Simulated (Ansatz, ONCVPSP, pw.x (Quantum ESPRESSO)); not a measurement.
## What a changed setting does to a pw.x run (bcc Hf)

Potential: optimised norm-conserving Vanderbilt (ONCV), ONCVPSP 4.0.1.1 (patched build), PBE; core [Kr] 4d10 4f14, reference 5s2 5p6 5d2 6s2; waves: 5s+6s: rc 1.85 bohr, ncon 5, nbas 9, qcut 7.6 1/bohr, 3 projectors, debl 0.8 Ha; 5p: rc 2.20 bohr, ncon 3, nbas 6, qcut 7.2 1/bohr, 2 projectors, debl 2 Ha; 5d: rc 2.15 bohr, ncon 3, nbas 6, qcut 5.2 1/bohr, 2 projectors, debl 1.5 Ha; f scattering state at 0.35 Ha: rc 2.15 bohr, ncon 3, nbas 7, qcut 5.8 1/bohr, 2 projectors, debl 3.9 Ha; local part: polynomial inside 1.70 bohr (lpopt 5, dvloc0 3 Ha); core correction: none.

The reference run (k-mesh 13³, cutoffs 60/240 Ry, Fermi–Dirac 0.01 Ry, mixing_beta 0.4, conv_thr 1e-9, no spin) gives 0.14 GPa at 22.374 Å³/atom, where all-electron LAPW gives 0.21 GPa. This run, with its own iteration cap, changes nspin = 2 with starting_magnetization to -0.3.

```
&control
  calculation='scf', prefix='x', pseudo_dir='./', outdir='./tmp', tstress=.true., disk_io='none'
/
&system
  ibrav=0, nat=1, ntyp=1, ecutwfc=60, ecutrho=240, nbnd=14,
  occupations='smearing', smearing='fd', degauss=0.01, nspin=2, starting_magnetization(1)=-0.3
/
&electrons
  conv_thr=1e-09, mixing_beta=0.4, electron_maxstep=50
/
ATOMIC_SPECIES
Hf 1.0 Hf.UPF
CELL_PARAMETERS angstrom
  -1.77512067 1.77512067 1.77512067
  1.77512067 -1.77512067 1.77512067
  1.77512067 1.77512067 -1.77512067
ATOMIC_POSITIONS crystal
Hf 0.0000 0.0000 0.0000
K_POINTS automatic
13 13 13 0 0 0
```

```bash
pw.x < Hf.scf.in > Hf.scf.out
```

Task: How does the run end?

Result: It converges in 11 iterations; the free energy moves by +0.0 meV/atom and the pressure by +0.01 GPa. The result is that of the reference run.

```
Message from routine setup:
     using ibrav=0 with symmetry is DISCOURAGED, use correct ibrav instead
     lattice parameter (alat)  =       5.8102  a.u.
     unit-cell volume          =     150.9872 (a.u.)^3
     number of electrons       =        12.00
     number of Kohn-Sham states=           14
     kinetic-energy cutoff     =      60.0000  Ry
     charge density cutoff     =     240.0000  Ry
     scf convergence threshold =      1.0E-09
     Exchange-correlation= PBE
     atomic species   magnetization
     number of k points=    84  Fermi-Dirac smearing, width (Ry)=  0.0100
     iteration #  1     ecut=    60.00 Ry     beta= 0.40
     total energy              =     -99.21360427 Ry
     estimated scf accuracy    <       0.08303698 Ry
     total magnetization       =    -1.42 Bohr mag/cell
     absolute magnetization    =     1.42 Bohr mag/cell
     iteration #  2     ecut=    60.00 Ry     beta= 0.40
     total energy              =     -99.25612862 Ry
     estimated scf accuracy    <       0.03129122 Ry
     total magnetization       =    -1.26 Bohr mag/cell
     absolute magnetization    =     1.26 Bohr mag/cell
     iteration #  3     ecut=    60.00 Ry     beta= 0.40
     total energy              =     -99.26322128 Ry
     estimated scf accuracy    <       0.00074927 Ry
     total magnetization       =    -0.87 Bohr mag/cell
     absolute magnetization    =     0.87 Bohr mag/cell
     iteration #  4     ecut=    60.00 Ry     beta= 0.40
     total energy              =     -99.26486473 Ry
     estimated scf accuracy    <       0.00012536 Ry
     total magnetization       =    -0.68 Bohr mag/cell
     absolute magnetization    =     0.68 Bohr mag/cell
     iteration #  5     ecut=    60.00 Ry     beta= 0.40
     total energy              =     -99.26418024 Ry
     estimated scf accuracy    <       0.00007770 Ry
     total magnetization       =    -0.55 Bohr mag/cell
     absolute magnetization    =     0.55 Bohr mag/cell
     iteration #  6     ecut=    60.00 Ry     beta= 0.40
     total energy              =     -99.26566206 Ry
     estimated scf accuracy    <       0.00001017 Ry
     total magnetization       =    -0.17 Bohr mag/cell
     absolute magnetization    =     0.17 Bohr mag/cell
     iteration #  7     ecut=    60.00 Ry     beta= 0.40
     total energy              =     -99.26711152 Ry
     estimated scf accuracy    <       0.00000672 Ry
     total magnetization       =     0.11 Bohr mag/cell
     absolute magnetization    =     0.11 Bohr mag/cell
     iteration #  8     ecut=    60.00 Ry     beta= 0.40
     total energy              =     -99.26724932 Ry
     estimated scf accuracy    <       0.00000032 Ry
     total magnetization       =     0.02 Bohr mag/cell
     absolute magnetization    =     0.02 Bohr mag/cell
     iteration #  9     ecut=    60.00 Ry     beta= 0.40
     total energy              =     -99.26725092 Ry
     estimated scf accuracy    <       0.00000007 Ry
     total magnetization       =     0.01 Bohr mag/cell
     absolute magnetization    =     0.01 Bohr mag/cell
     iteration # 10     ecut=    60.00 Ry     beta= 0.40
     total energy              =     -99.26725277 Ry
     estimated scf accuracy    <          2.2E-09 Ry
     total magnetization       =     0.00 Bohr mag/cell
     absolute magnetization    =     0.00 Bohr mag/cell
     iteration # 11     ecut=    60.00 Ry     beta= 0.40
     the Fermi energy is    14.2212 ev
!    total energy              =     -99.26725283 Ry
     estimated scf accuracy    <          7.4E-11 Ry
     smearing contrib. (-TS)   =      -0.00873510 Ry
     The total energy is F=E-TS. E is the sum of the following terms:
     one-electron contribution =     -23.57520229 Ry
     hartree contribution      =      14.44861018 Ry
     xc contribution           =     -12.02030219 Ry
     ewald contribution        =     -78.11162342 Ry
     total magnetization       =     0.00 Bohr mag/cell
     absolute magnetization    =     0.00 Bohr mag/cell
     convergence has been achieved in  11 iterations
          total   stress  (Ry/bohr**3)                   (kbar)     P=        1.45
     Message from routine punch:
     Nothing written, as per user request (disk_io='none')
```

The run took about 92 s on one core of a shared host (Neoverse-N1, 64 threads, 124 GiB, load 58).
